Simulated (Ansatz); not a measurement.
**Pd in Ansatz: convergence with scf exx energy threshold**

Pd:

```
Pd
1.0
    -1.57228    1.57228    1.57228
     1.57228   -1.57228    1.57228
     1.57228    1.57228   -1.57228
Pd
1
Direct
  0.00000 0.00000 0.00000
```

This isn't the form of Pd at room conditions, which is fcc.

- Program: Ansatz 0.2.0
- Task: convergence study
- Functional: HSE06
- Potentials or basis: Ansatz PAW
- Cutoff: 420 eV (not typed: the program's choice for these potentials)
- k mesh: 6 × 6 × 6
- Occupations: fermi-dirac, width 0.05 eV
- Spin: no spin polarisation

These are the settings of the first run; the series varies scf exx energy threshold, with any setting tied to it.

Hardware: 2 threads of Intel(R) Xeon(R) Processor @ 2.50GHz (Skylake/Cascade Lake) (shared host).

```tsv
scf exx energy threshold	energy less the tightest run, at zero smearing (meV/atom)	SCF cycles	CPU time (s)	peak memory (GiB)
0.01	0.00	15	22	0.55
0.001	0.00	15	21	0.55
0.0001	0.00	15	22	0.55
1e-05	0.00	15	22	0.55
1e-06	0.00	16	22	0.56
1e-07	0.00	20	24	0.56
```

Against the tightest run, the energy stays within 1 meV/atom from 0.01 on. The tightest run that finished is the yardstick and may itself not be fully converged.

Caveat, for the tightest run too: the k mesh is coarse (spacing up to 0.47 Å⁻¹), so the values aren't converged, least of all with exact exchange.
